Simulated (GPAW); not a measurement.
Crystal: Mo.

```xyz
1
Lattice="-1.5838 1.5838 1.5838 1.5838 -1.5838 1.5838 1.5838 1.5838 -1.5838" Properties=species:S:1:pos:R:3 pbc="T T T"
Mo    0.0000    0.0000    0.0000
```

```yaml
Program: GPAW 26.7.0
Task: relaxation of cell and atoms
Functional: revPBE
Dispersion: D4
Potentials_or_basis: the program's PAW data sets (release 1.2.1) made for this functional
Cutoff: 600 eV
Basis: pw
k_mesh: 12 × 12 × 12
Occupations: fermi-dirac, width 0.05 eV
Spin: no spin polarisation
```

At the start: pressure -8.8 GPa; volume 15.89 Å³/atom.

Question: How do energy, volume and symmetry change on relaxing?

Answer: Over 3 steps the energy falls by 15.3 meV/atom and the volume is 15.35 Å³/atom (-3.4 %); space group Im-3m (No. 229, to 0.05 Å).

Step by step:
```tsv
step	energy change (eV)	largest force (eV/Å)	pressure (GPa)	volume (Å³)
1	0.0000	0.0000	-8.83	15.89
2	-0.0151	0.0000	0.78	15.31
3	-0.0153	0.0000	-0.03	15.35
```

Final structure:
```xyz
1
Lattice="-1.5656 1.5656 1.5656 1.5656 -1.5656 1.5656 1.5656 1.5656 -1.5656" Properties=species:S:1:pos:R:3 pbc="T T T"
Mo    0.0000    0.0000    0.0000
```

Caveat: later steps reuse the first step's grids; pairwise dispersion overbinds metals, which lowers pressure and volume.
